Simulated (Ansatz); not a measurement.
**Li: enthalpies of structure types against pressure**

All-electron LAPW in Ansatz 0.2.0 under PBE, scalar-relativistic, energies extrapolated to zero smearing. Each structure type was compressed from its own relaxed volume, symmetry kept and shape relaxed on PAW files, and E(V) was fitted to energies and pressures; H = E + pV has no temperature or zero-point term. Only these types were tried: omega (P6/mmm, 8×8×11 mesh, 20.28 Å³/atom at rest); sc (Pm-3m, 14×14×14 mesh, 20.34 Å³/atom at rest); beta tin (I4_1/amd, 15×15×15 mesh, 20.32 Å³/atom at rest); dhcp (P6_3/mmc, 10×10×6 mesh, 20.20 Å³/atom at rest); fcc (Fm-3m, 17×17×17 mesh, 20.19 Å³/atom at rest); bcc (Im-3m, 17×17×17 mesh, 20.23 Å³/atom at rest); simple hexagonal (P6/mmm, 16×16×15 mesh, 20.29 Å³/atom at rest); diamond (Fd-3m, 11×11×11 mesh, 25.56 Å³/atom at rest); hcp (P6_3/mmc, 14×14×8 mesh, 20.25 Å³/atom at rest). Spin polarisation is left out. Spin–orbit coupling is left out; Fermi–Dirac smearing is 0.05 to 0.1 eV. Enthalpies carry a few meV/atom of noise from meshes and fits.

**Question.** Which type is lowest at zero pressure, and what follows up to 24 GPa?

**Answer.** The lowest types lie within 5 meV/atom of each other over much of the range, too close to call on these meshes: dhcp and hcp compete. Enthalpies against hcp:

```json
{"p (GPa)": "0", "omega (meV/atom)": "14", "sc (meV/atom)": "121", "beta tin (meV/atom)": "74", "dhcp (meV/atom)": "0", "fcc (meV/atom)": "2", "bcc (meV/atom)": "3", "simple hexagonal (meV/atom)": "67", "diamond (meV/atom)": "516", "hcp (meV/atom)": "0"}
{"p (GPa)": "0.71", "omega (meV/atom)": "14", "sc (meV/atom)": "121", "beta tin (meV/atom)": "74", "dhcp (meV/atom)": "0", "fcc (meV/atom)": "2", "bcc (meV/atom)": "3", "simple hexagonal (meV/atom)": "67", "diamond (meV/atom)": "536", "hcp (meV/atom)": "0"}
{"p (GPa)": "1.9", "omega (meV/atom)": "14", "sc (meV/atom)": "121", "beta tin (meV/atom)": "74", "dhcp (meV/atom)": "0", "fcc (meV/atom)": "2", "bcc (meV/atom)": "4", "simple hexagonal (meV/atom)": "66", "diamond (meV/atom)": "557", "hcp (meV/atom)": "0"}
{"p (GPa)": "3.6", "omega (meV/atom)": "14", "sc (meV/atom)": "120", "beta tin (meV/atom)": "74", "dhcp (meV/atom)": "0", "fcc (meV/atom)": "2", "bcc (meV/atom)": "4", "simple hexagonal (meV/atom)": "64", "diamond (meV/atom)": "572", "hcp (meV/atom)": "0"}
{"p (GPa)": "7.1", "omega (meV/atom)": "14", "sc (meV/atom)": "115", "beta tin (meV/atom)": "71", "dhcp (meV/atom)": "-1", "fcc (meV/atom)": "2", "bcc (meV/atom)": "5", "simple hexagonal (meV/atom)": "61", "diamond (meV/atom)": "580", "hcp (meV/atom)": "0"}
{"p (GPa)": "12", "omega (meV/atom)": "13", "sc (meV/atom)": "107", "beta tin (meV/atom)": "66", "dhcp (meV/atom)": "-1", "fcc (meV/atom)": "1", "bcc (meV/atom)": "6", "simple hexagonal (meV/atom)": "54", "diamond (meV/atom)": "573", "hcp (meV/atom)": "0"}
{"p (GPa)": "18", "omega (meV/atom)": "12", "sc (meV/atom)": "94", "beta tin (meV/atom)": "58", "dhcp (meV/atom)": "-2", "fcc (meV/atom)": "1", "bcc (meV/atom)": "8", "simple hexagonal (meV/atom)": "46", "diamond (meV/atom)": "553", "hcp (meV/atom)": "0"}
{"p (GPa)": "23", "omega (meV/atom)": "11", "sc (meV/atom)": "83", "beta tin (meV/atom)": "52", "dhcp (meV/atom)": "-3", "fcc (meV/atom)": "0", "bcc (meV/atom)": "9", "simple hexagonal (meV/atom)": "39", "diamond (meV/atom)": "532", "hcp (meV/atom)": "0"}
```
